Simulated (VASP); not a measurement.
# GaN (F-43m) in VASP: settings compared, part 2 of 2

VASP 6.6.1. Earlier steps stand in the parts before.

**3. G0W0 quasiparticle levels, LDA**

Input file POSCAR:

```
GaN
1.0
    0.0000000000      2.2535006075      2.2535006075
    2.2535006075      0.0000000000      2.2535006075
    2.2535006075      2.2535006075      0.0000000000
Ga N
1 1
Direct
    0.0000000000      0.0000000000      0.0000000000
    0.2500000000      0.2500000000      0.2500000000
```

Input file INCAR.step1:

```
SYSTEM = GaN
PREC = Accurate ; ENCUT = 500
EDIFF = 1E-8 ; ISMEAR = 0
SIGMA = 0.01 ; LREAL = .FALSE.
LASPH = .TRUE. ; NELM = 100
ALGO = Fast ; LWAVE = .TRUE.
LCHARG = .FALSE. ; KPAR = 4
```

Input file INCAR.step2:

```
SYSTEM = GaN
PREC = Accurate ; ENCUT = 500
EDIFF = 1E-8 ; ISMEAR = 0
SIGMA = 0.01 ; LREAL = .FALSE.
LASPH = .TRUE. ; NELM = 1
ALGO = Exact ; LWAVE = .TRUE.
LCHARG = .FALSE. ; NBANDS = 156
LOPTICS = .TRUE. ; ISTART = 1
KPAR = 4
```

Input file INCAR.step3:

```
SYSTEM = GaN
PREC = Accurate ; ENCUT = 500
EDIFF = 1E-8 ; ISMEAR = 0
SIGMA = 0.01 ; LREAL = .FALSE.
LASPH = .TRUE. ; ALGO = EVGW0
LWAVE = .FALSE. ; LCHARG = .FALSE.
NELMGW = 1 ; NBANDS = 156
ENCUTGW = 200 ; NOMEGA = 50
PRECFOCK = Fast ; ISTART = 1
NBANDSGW = 17 ; KPAR = 4
```

Input file KPOINTS:

```
Automatic mesh
0
G
  6 6 6
  0 0 0
```

Potentials or basis: VASP PAW LDA potentials, release 64 (Ga_d_GW, N_GW).

On the command line:

```
cat potpaw_LDA.64/Ga_d_GW/POTCAR potpaw_LDA.64/N_GW/POTCAR > POTCAR
cp INCAR.step1 INCAR
mpirun -np 4 vasp_std > vasp.out
cp INCAR.step2 INCAR
mpirun -np 4 vasp_std > vasp.out
cp INCAR.step3 INCAR
mpirun -np 4 vasp_std > vasp.out
```

OUTCAR:

```text
SYSTEM = GaN
   PREC = Accurate
   ENCUT = 500
   EDIFF = 1E-8
   ISMEAR = 0
   LREAL = .FALSE.
   LASPH = .TRUE.
   NELMGW = 1
   ENCUTGW = 200
   PRECFOCK = Fast
   ISTART = 1

 ion  position               nearest neighbor table
   1  0.000  0.000  0.000-   2 1.95   2 1.95   2 1.95   2 1.95
   2  0.250  0.250  0.250-   1 1.95   1 1.95   1 1.95   1 1.95

  LATTYP: Found a face centered cubic cell.
 ALAT       =     4.5070012150

  Lattice vectors:

 A1 = (   0.0000000000,   2.2535006075,   2.2535006075)
 A2 = (   2.2535006075,   0.0000000000,   2.2535006075)
 A3 = (   2.2535006075,   2.2535006075,   0.0000000000)

Analysis of symmetry for initial positions (statically):
=====================================================================
 Subroutine PRICEL returns:
 Original cell was already a primitive cell.

 Routine SETGRP: Setting up the symmetry group for a
 face centered cubic supercell.

 Subroutine GETGRP returns: Found 24 space group operations
 (whereof 24 operations were pure point group operations)
 out of a pool of 48 trial point group operations.

The static configuration has the point symmetry T_d .

Analysis of symmetry for dynamics (positions and initial velocities):
=====================================================================
 Subroutine PRICEL returns:
 Original cell was already a primitive cell.

 Routine SETGRP: Setting up the symmetry group for a
 face centered cubic supercell.

 Subroutine GETGRP returns: Found 24 space group operations
 (whereof 24 operations were pure point group operations)
 out of a pool of 48 trial point group operations.

The dynamic configuration has the point symmetry T_d .

 Subroutine INISYM returns: Found 24 space group operations
 (whereof 24 operations are pure point group operations),
 and found     1 'primitive' translations

----------------------------------------------------------------------------------------

                                     Primitive cell

  volume of cell :      22.8877

  direct lattice vectors                    reciprocal lattice vectors
     0.000000000  2.253500607  2.253500607    -0.221877020  0.221877020  0.221877020
     2.253500607  0.000000000  2.253500607     0.221877020 -0.221877020  0.221877020
     2.253500607  2.253500607  0.000000000     0.221877020  0.221877020 -0.221877020

  length of vectors
     3.186931122  3.186931122  3.186931122     0.384302272  0.384302272  0.384302272

  position of ions in fractional coordinates (direct lattice)
     0.000000000  0.000000000  0.000000000
     0.250000000  0.250000000  0.250000000

  ion indices of the primitive-cell ions
   primitive index   ion index
                 1           1
                 2           2

----------------------------------------------------------------------------------------

 KPOINTS: Automatic mesh

Automatic generation of k-mesh.
 Grid dimensions read from file:
 generate k-points for:    6    6    6

 Generating k-lattice:

  Cartesian coordinates                     Fractional coordinates (reciprocal lattice)
    -0.036979503  0.036979503  0.036979503     0.166666667  0.000000000  0.000000000
     0.036979503 -0.036979503  0.036979503     0.000000000  0.166666667  0.000000000
     0.036979503  0.036979503 -0.036979503     0.000000000  0.000000000  0.166666667

  Length of vectors
     0.064050379  0.064050379  0.064050379

  Shift w.r.t. Gamma in fractional coordinates (k-lattice)
     0.000000000  0.000000000  0.000000000

 Subroutine IBZKPT returns following result:
 ===========================================

 Found     16 irreducible k-points:

 Following reciprocal coordinates:
            Coordinates               Weight
  0.000000  0.000000  0.000000      1.000000
  0.166667  0.000000  0.000000      8.000000
  0.333333  0.000000  0.000000      8.000000
  0.500000  0.000000  0.000000      4.000000
  0.166667  0.166667  0.000000      6.000000
  0.333333  0.166667  0.000000     24.000000
[... 8 lines left out ...]
 -0.333333  0.333333  0.166667     24.000000
 -0.333333  0.500000  0.166667     12.000000
   k-points           NKPTS =     16   k-points in BZ     NKDIM =    216   number of bands    NBANDS=    156
   number of dos      NEDOS =    301   number of ions     NIONS =      2
   total plane-waves  NPLWV =  13824
   dimension x,y,z NGX =    24 NGY =   24 NGZ =   24
   dimension x,y,z NGXF=    48 NGYF=   48 NGZF=   48
   ions per type =               1   1
   NGX,Y,Z   is equivalent  to a cutoff of  12.52, 12.52, 12.52 a.u.
   NGXF,Y,Z  is equivalent  to a cutoff of  25.04, 25.04, 25.04 a.u.
 SYSTEM =  GaN
   PREC   = accura    normal or accurate (medium, high low for compatibility)
   ISTART =      1    job   : 0-new  1-cont  2-samecut
   ICHARG =      0    charge: 1-file 2-atom 10-const
   ISPIN  =      1    spin polarized calculation?
   LNONCOLLINEAR =      F non collinear calculations
   LSORBIT =      F    spin-orbit coupling
   LASPH  =      T    aspherical Exc in radial PAW
   ENCUT  =  500.0 eV  36.75 Ry    6.06 a.u.   5.81  5.81  5.81*2*pi/ulx,y,z
   NELM   =     60;   NELMIN=  2; NELMDL=  0     # of ELM steps
   EDIFF  = 0.1E-07   stopping-criterion for ELM
   LREAL  =      F    real-space projection
   EDIFFG = 0.1E-06   stopping-criterion for IOM
   NSW    =      0    number of steps for IOM
   IBRION =     -1    ionic relax: 0-MD 1-quasi-New 2-CG
   NFREE  =      0    steps in history (QN), initial steepest desc. (CG)
   ISIF   =      0    stress and relaxation
   ISYM   =      3    0-nonsym 1-usesym 2-fastsym
   POTIM  = 0.5000    time-step for ionic-motion
   TEBEG  =    0.0;   TEEND  =   0.0 temperature during run
   PSTRESS=    0.0 pullay stress
   NELECT =      18.0000    total number of electrons
   NUPDOWN=      -1.0000    fix difference up-down
   EMIN   =  10.00;   EMAX   =-10.00  energy-range for DOS
   EFERMI =   0.00;   METHOD = LEGACY
   ISMEAR =     0;   SIGMA  =   0.01  broadening in eV -4-tet -1-fermi 0-gaus
   EFERMI_NEDOS =   21; number of points for ismear=-14 and -15
   IALGO  =     38    algorithm
   IMIX   =      4    mixing-type and parameters
     AMIX     =   0.40;   BMIX     =  1.00
     AMIX_MAG =   1.60;   BMIX_MAG =  1.00
  volume/ion in A,a.u.               =      11.44        77.23
  Fermi-wavevector in a.u.,A,eV,Ry     =   1.511117  2.855596 31.068543  2.283473
  Thomas-Fermi vector in A             =   2.621216
   LORBIT       =      0    0 simple, 1 ext, 2 COOP (PROOUT), +10 PAW based schemes
   GGA     = CA    functional components
   LHFCALC =     T    Hartree Fock is set to
   PRECFOCK=fast      Normal, Fast or Accurate (Low or Medium for compatibility)
   ENCUT4O =  -1.0   cutoff for four orbital integrals eV
   NKREDX  =     1    reduce k-point grid by
   NKREDY  =     1    reduce k-point grid by
   NKREDZ  =     1    reduce k-point grid by
   AEXX    =    1.0000 exact exchange contribution
   HFSCREEN=    0.0000 screening length (either q_TF or 0.3 A-1)
   HFSCREENC=   0.0000 screening length for correlation (either q_TF or 0.3 A-1)
   ENCUTFOCK=  -1.0 apply spherical cutoff to Coloumb kernel
   IVDW    =     0    specifies the selected vdW correction
   LEPSILON=     F    determine dielectric tensor
   LRPA    =     F    only Hartree local field effects (RPA)
   LRPAFORCE           =     F    calculate RPA forces
   ENCUTGW             = 200.0    cutoff for response function in eV
   ENCUTGWSOFT         = 160.0    soft cutoff for Coulomb kernel in GW response function in eV
   ENCUTLF             =  -1.0    cutoff for local field effects
   NELMGW              =     1    number of iterations in solving QP/BSE equation
   NELMHF              =     1    number of iterations in the inner HF iteration
   NKREDLFX            =     1    NKREDLFY  =   1   NKREDLFZ  =   1
 non-spin polarized calculation
 Gauss-broadening in eV      SIGMA  =   0.01
  energy-cutoff  :      500.00
  volume of cell :       22.89
 maximum number of plane-waves:       589
  NGX = 14; NGY = 14; NGZ = 14
   NGX = 11   NGY = 11   NGZ = 11
 maximum number of plane-waves:       169

 QP shifts <psi_nk| G(iteration)W_0 |psi_nk>: iteration 1
 for sc-GW calculations column KS-energies equals QP-energies in previous step
 and V_xc(KS)=  KS-energies - (<T + V_ion + V_H > + <T+V_H+V_ion>^1  + <V_x>^1)

 k-point   1 :       0.0000    0.0000    0.0000
  band No.  KS-energies  QP-energies   sigma(KS)   V_xc(KS)     V^pw_x(r,r')   Z            occupation Imag(sigma)

      1     -10.9636     -12.0753     -16.4931     -14.8120     -24.3722       0.6613       2.0000       1.0664
      2      -8.7721     -11.3501     -25.2197     -21.6570     -34.7612       0.7236       2.0000       0.2241
      3      -8.7721     -11.3501     -25.2197     -21.6570     -34.7612       0.7236       2.0000       0.2241
      4      -8.7721     -11.3501     -25.2197     -21.6570     -34.7612       0.7236       2.0000       0.2241
      5      -8.4577     -11.1427     -25.6345     -21.9665     -35.1451       0.7320       2.0000       0.1666
      6      -8.4577     -11.1427     -25.6345     -21.9665     -35.1451       0.7320       2.0000       0.1666
[... 9 lines left out ...]
     16      23.4474      24.0948      -9.3886     -10.2067      -3.0072       0.7914       0.0000      -0.6880
     17      23.4474      24.0948      -9.3886     -10.2067      -3.0072       0.7914       0.0000      -0.6880
[... 298 lines left out ...]
      1      -9.9940     -11.9583     -22.0478     -19.2541     -30.9998       0.7031       2.0000       0.5695
      2      -8.6457     -11.2585     -25.1828     -21.5962     -34.6243       0.7285       2.0000       0.1986
      3      -8.5721     -11.2101     -25.4919     -21.8755     -35.0772       0.7295       2.0000       0.2068
      4      -8.4653     -11.1266     -25.6514     -22.0147     -35.2482       0.7318       2.0000       0.1980
      5      -8.4186     -11.1019     -25.6719     -22.0098     -35.2142       0.7327       2.0000       0.1724
      6      -6.3467      -8.2111     -22.0196     -19.4453     -30.1124       0.7242       2.0000       0.4817
[... 9 lines left out ...]
     16      27.6220      28.7168     -11.8827     -13.2750      -4.5486       0.7864       0.0000      -1.1055
     17      29.1251      30.2903     -11.3204     -12.7760      -4.5260       0.8005       0.0000      -0.9299
```

Run time: 87 s. Hardware: 4 MPI ranks of Intel Xeon 6975P-C (Granite Rapids), shared host; peak memory 0.61 GiB.

What came out:

```
Band gap on the k mesh, mean-field level : 1.75 eV, direct
Quasiparticle gap                        : 2.94 eV
Least direct quasiparticle gap           : 2.94 eV
```

Levels at points of the mesh, in eV from the valence-band top:
| k point | band 7 | band 8 | band 9 | band 10 | band 11 | band 12 |
| --- | --- | --- | --- | --- | --- | --- |
| (0.00, 0.00, 0.00) | 0.00 | 0.00 | 0.00 | 1.75 | 10.11 | 10.11 |
| (0.50, 0.00, 0.00) | -7.12 | -0.98 | -0.98 | 4.54 | 8.60 | 10.19 |
| (0.50, 0.50, 0.00) | -6.21 | -2.73 | -2.73 | 3.24 | 6.49 | 11.50 |

Caveat: bands, screening cutoff and mesh are small and nothing is extrapolated, so the quasiparticle values aren't converged.

**4. Against experiment**

Step 2. Against the measured gap of GaN, 3.299 eV (direct; 0 K; a printed reference work, textbook), the calculated 2.89 eV is off by -0.41 eV. Spin-orbit coupling on Ga is left out. The value is that of G0W0 on PBE, without temperature or zero-point motion. The cell is a database's relaxed one, not the measured one, which moves gaps too.

Step 3. Measured gap of GaN: 3.299 eV (direct; 0 K; a printed reference work, textbook). This calculation gives 2.94 eV (-0.35 eV). Spin-orbit coupling on Ga is left out. The value is that of G0W0 on LDA, without temperature or zero-point motion. The cell is a database's relaxed one, not the measured one, which moves gaps too.
